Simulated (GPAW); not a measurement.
# V (Im-3m) in GPAW: a series of runs, part 2 of 2

GPAW 26.7.0. Earlier steps stand in the parts before.

## 5. Single point, PBE, collinear spin, ferromagnetic start

Contents of run.py:

```python
from ase import Atoms
from ase.dft.bandgap import bandgap
from ase.io import write
from ase.units import GPa
from gpaw import GPAW, PW

atoms = Atoms(['V'],
              cell=[[-1.51435, 1.51435, 1.51435],
                    [1.51435, -1.51435, 1.51435],
                    [1.51435, 1.51435, -1.51435]],
              scaled_positions=[[0.0, 0.0, 0.0]],
              pbc=True)
atoms.set_initial_magnetic_moments([2.0])

calc = GPAW(mode=PW(600),
            xc='PBE',
            kpts={'size': (12, 12, 12), 'gamma': True},
            occupations={'name': 'methfessel-paxton', 'order': 0, 'width': 0.028000000000000004},
            nbands=15,
            convergence={'density': 1e-05, 'energy': 1e-05},
            maxiter=150,
            txt='gpaw.txt')
atoms.calc = calc
energy = atoms.get_potential_energy()
forces = atoms.get_forces()
stress = atoms.get_stress()
calc.write('gs.gpw')
write('result.traj', atoms)
print(f'Energy: {energy:.6f} eV')
print('Forces (eV/A):')
print(forces.round(4))
print('Stress (GPa):', (stress / GPa).round(3))
print('Moments:', calc.get_magnetic_moments().round(3))
print('Fermi level:', round(calc.get_fermi_level(), 4), 'eV')
print(f'Gap: {bandgap(calc)[0]:.4f} eV, direct: {bandgap(calc, direct=True)[0]:.4f} eV')
```

Potentials or basis: GPAW PAW data sets (gpaw-data 1.2.1), pw.

Command:

```
$ OMP_NUM_THREADS=1 python run.py
```

gpaw.txt:

```text
__  _  _
 | _ |_)|_||  |
 |__||  | ||/\| - 26.7.0

Input parameters:
  mode=PW(ecut=600.0),
  convergence={'density': 1e-05, 'energy': 1e-05},
  kpts=MonkhorstPack(size=(12, 12, 12), gamma=True),
  maxiter=150,
  nbands=15,
  occupations=Occupations(name='methfessel-paxton', order=0, width=0.028000000000000004),
  xc=XC(name='PBE')

Diagonalizing LCAO Hamiltonian
Converting LCAO to pw mode

       V

Atoms  # Å, Bohr magnetons
|   | symbol |        x |        y |        z |    initial magnetic moments |
|---|--------|----------|----------|----------|-----------------------------|
| 0 |      V | 0.000000 | 0.000000 | 0.000000 | ( 0.0000,  0.0000,  2.0000) |

Unit cell  # Å
| periodic |         x |         y |         z |  lengths |     angles |
|----------|-----------|-----------|-----------|----------|------------|
|      yes | -1.514350 |  1.514350 |  1.514350 | 2.622931 | 109.471221 |
|      yes |  1.514350 | -1.514350 |  1.514350 | 2.622931 | 109.471221 |
|      yes |  1.514350 |  1.514350 | -1.514350 | 2.622931 | 109.471221 |

Number of symmetries: 48
Symmetry operations  # r_c * U_cc + t_c -> r_c
|    | kind |            matrix            |
|----|------|------------------------------|
|  0 |  σ   |  1, 1, 1,  0, 0,-1,  0,-1, 0 |
|  1 |  C4  |  1, 1, 1,  0, 0,-1, -1, 0, 0 |
|  2 |  C2  |  1, 1, 1,  0,-1, 0,  0, 0,-1 |
|  3 |  S6  |  1, 1, 1,  0,-1, 0, -1, 0, 0 |
|  4 |  S6  |  1, 1, 1, -1, 0, 0,  0, 0,-1 |
[... 170 lines left out ...]
|iter:  16| |   -8.500027c| -7.96c| -4.68 |  +0.1109|
|iter:  17| |   -8.500027c| -9.15c| -5.57c|  +0.1109|

Converged in 17 steps
Energy contributions relative to reference atoms: (reference = -25820.495562)

Energy contributions:
  Kinetic:          -3.531400
  Coulomb:           2.405737
  Zero:              0.144420
  External:          0.000000
  Xc:               -7.518455
  Entropy:          -0.000656
  Spinorbit:         0.000000
  ----------------------------
  Free energy:      -8.500354
  Extrapolated:     -8.500027

dipole moment: (-3.666388, -3.666388, -3.666388)  # |e|*Ang

Total magnetic moment: (0.000000, 0.000000, 0.110925)

Local magnetic moments
|        x |        y |        z |
|----------|----------|----------|
| 0.000000 | 0.000000 | 0.092407 |  # V    0

Fermi level: 9.092
Eigenvalues  # (at kpt = [-0.000, -0.000, -0.000])
| band index |      eig [eV] | occ [0-1] |      eig [eV] | occ [0-1] |
|------------|---------------|-----------|---------------|-----------|
|          0 |       -54.697 |     1.000 |       -54.606 |     1.000 |
|          1 |       -28.062 |     1.000 |       -27.973 |     1.000 |
|          2 |       -28.062 |     1.000 |       -27.973 |     1.000 |
|          3 |       -28.062 |     1.000 |       -27.973 |     1.000 |
|          4 |         2.599 |     1.000 |         2.654 |     1.000 |
|          5 |         9.473 |     0.000 |         9.583 |     0.000 |
|          6 |         9.473 |     0.000 |         9.583 |     0.000 |
|          7 |         9.473 |     0.000 |         9.583 |     0.000 |
|          8 |        11.414 |     0.000 |        11.468 |     0.000 |
|          9 |        11.414 |     0.000 |        11.468 |     0.000 |
|         10 |        29.582 |     0.000 |        29.629 |     0.000 |
|         11 |        29.582 |     0.000 |        29.629 |     0.000 |
|         12 |        29.582 |     0.000 |        29.629 |     0.000 |
|        ... |               |           |               |           |
|         14 |        35.918 |     0.000 |        35.936 |     0.000 |

No gap
No difference between direct/indirect transitions

Forces  # eV/Ang
|        x |        y |       z |
|----------|----------|---------|
| -0.00000 | -0.00000 | 0.00000 |  # V    0

Stress tensor  # eV/Ang^3
|        x |        y |        z |
|----------|----------|----------|
| 0.026217 | 0.000000 | 0.000000 |
| 0.000000 | 0.026217 | 0.000000 |
| 0.000000 | 0.000000 | 0.026217 |

# Writing to gs.gpw (mode='')
```

stdout:

```text
Energy: -8.500027 eV
Forces (eV/A):
[[-0. -0.  0.]]
Stress (GPa): [4.2 4.2 4.2 0.  0.  0. ]
Moments: [0.092]
Fermi level: 9.0917 eV
Gap: 0.0000 eV, direct: 0.0000 eV
```

Wall time 30 s (1 thread of Arm Neoverse V1, shared host); peak memory 0.14 GiB.

What came out:

```yaml
Free_energy: -8.5004 eV
Pressure: -4.2 GPa
Band_gap_on_the_k_mesh: none (metal or under the smearing width)
Net_moment: 0.11 μB per cell
Site_moments: V +0.09 μB
```

Levels at points of the mesh, in eV from the Fermi level:
Spin up:
| k point | band 3 | band 4 | band 5 | band 6 | band 7 | band 8 | band 9 | band 10 |
| --- | --- | --- | --- | --- | --- | --- | --- | --- |
| (0.00, 0.00, 0.00) | -37.15 | -37.15 | -6.49 | 0.38 | 0.38 | 0.38 | 2.32 | 2.32 |
| (0.50, 0.50, 0.00) | -37.41 | -37.16 | -3.04 | -1.08 | 1.53 | 2.31 | 2.66 | 3.94 |
| (0.50, 0.50, 0.50) | -37.71 | -37.71 | -2.82 | -2.82 | 3.56 | 3.56 | 3.56 | 9.93 |
Spin down:
| k point | band 3 | band 4 | band 5 | band 6 | band 7 | band 8 | band 9 | band 10 |
| --- | --- | --- | --- | --- | --- | --- | --- | --- |
| (0.00, 0.00, 0.00) | -37.06 | -37.06 | -6.44 | 0.49 | 0.49 | 0.49 | 2.38 | 2.38 |
| (0.50, 0.50, 0.00) | -37.32 | -37.07 | -2.97 | -0.97 | 1.58 | 2.39 | 2.72 | 4.05 |
| (0.50, 0.50, 0.50) | -37.62 | -37.62 | -2.77 | -2.77 | 3.67 | 3.67 | 3.67 | 10.01 |

## 6. Summary

```csv
task,level,potentials or basis,cell,smearing,eigensolver,optimizer,fmax,max steps,convergence,gap on the mesh (eV),pressure (GPa),moment (μB),relaxed volume (Å³/atom)
relaxation of cell and atoms,BLYP+D3(BJ),"PAW data sets generated in the run's folder for this functional, pw",relaxed,fermi-dirac 0.05 eV,davidson,BFGS,0.01 eV/Å,40,density=1e-05 forces=0.0001,none,-0.1,0.00,12.34
relaxation of cell and atoms,BLYP+D4,"PAW data sets generated in the run's folder for this functional, pw",relaxed,fermi-dirac 0.05 eV,davidson,BFGS,0.02 eV/Å,40,density=1e-05 forces=0.0001,none,0.1,0.00,13.26
single point,PBE,"GPAW PAW data sets (gpaw-data 1.2.1), pw",as given,gaussian 0.027 eV,-,-,-,-,-,none,-4.2,0.11,-
single point,PBE,"GPAW PAW data sets (gpaw-data 1.2.1), pw",as given,gaussian 0.028 eV,-,-,-,-,-,none,-4.2,0.11,-
```

Alike in all rows: spin collinear, ferromagnetic start; k mesh 12 × 12 × 12; cutoff (eV) 600.

Caveats: each step starts from the last one's moments, so a moment once lost doesn't come back (some runs); later steps reuse the first step's grids (some runs); pairwise dispersion overbinds metals, which lowers pressure and volume (some runs); the volume moved by -11 % from the deposited cell, more than functionals usually miss (some runs).

Total energies depend on the potentials used, so only differences within one code and one set of settings carry meaning.
